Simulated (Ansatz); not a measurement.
**WSe2: a single-point run**

Wanted: a converged single-point run for WSe2, and a check of what comes out. The structure is shown as the input types it. The cell is built on a prototype (CdI2 type) and needn't be the phase found in nature.

Method: density functional or hybrid calculation with the settings of its input, plane waves (as first typed), in Ansatz 0.2.0.

7 further runs of the same task are left out: 1 for a known fault of the program, 6 that didn't finish.

## (1) Starting point

The structure is trigonal, space group P-3m1 (No. 164). The conventional cell has a = 3.315 Å, b = 3.315 Å, c = 6.519 Å, α = 90.00°, β = 90.00°, γ = 120.00°. W (site symmetry -3m) is surrounded by 6 Se at 2.54 Å. Se (site symmetry 3m) is surrounded by 3 W at 2.54 Å.

Coordinates:

```cif
data_structure
_symmetry_space_group_name_H-M 'P 1'
_symmetry_Int_Tables_number 1
_cell_length_a 3.3153
_cell_length_b 3.3153
_cell_length_c 6.5192
_cell_angle_alpha 90.000
_cell_angle_beta 90.000
_cell_angle_gamma 120.000
_cell_volume 62.06
loop_
_atom_site_label
_atom_site_type_symbol
_atom_site_fract_x
_atom_site_fract_y
_atom_site_fract_z
_atom_site_occupancy
W1 W 0.00000 0.00000 0.00000 1
Se1 Se 0.33333 0.66667 0.25717 1
Se2 Se 0.66667 0.33333 0.74283 1
```

## (2) Running it

The input, input.yaml:

```yaml
crystal:
  lattice:
    - [3.3153441874, 0.0, 0.0]
    - [-1.6576720937, 2.8711722886, 0.0]
    - [0.0, 0.0, 6.5191986732]
  atoms:
    - { symbol: W, position: [0.0, 0.0, 0.0] }
    - { symbol: Se, position: [0.3333333333, 0.6666666667, 0.257168382] }
    - { symbol: Se, position: [0.6666666667, 0.3333333333, 0.742831618] }
kpoints:
  mp_grid: { grid: [6, 6, 2] }
hamiltonian:
  xc: hse06
scf:
  occupations: { method: fermi_dirac, width: 0.02 }
  n_extra_bands: 4
  mixing: { beta: 0.005 }
  max_iter: 72
output:
  forces: true
  stress: true
  eigenvalues: true
```

Command:

```sh
$ ansatz run input.yaml --threads 4 --pin off --max-ram 3686MiB --backend cpu --events-out ev --progress --plain --runs-dir out
```

**Question.** How will this run end, and is anything wrong with its input?

The program finished normally, with warnings (filled band counts differ across k points, stress exchange threshold loose, stress scf threshold loose). Its log warns: «output.stress: scf.convergence.dr2_threshold = 1e-7 eV (the SCF's general default) is looser than the 3e-10 eV advised for a printed stress (1e-10 eV for each atom of the ...»

Look at the input: scf.mixing.beta is 0.005. What could go wrong: mixing too weak. The residual crept for many cycles and then fell at once, which so weak a step can't do by itself: the program changed its mixing.

To check: delete scf.mixing.beta (the default then holds).
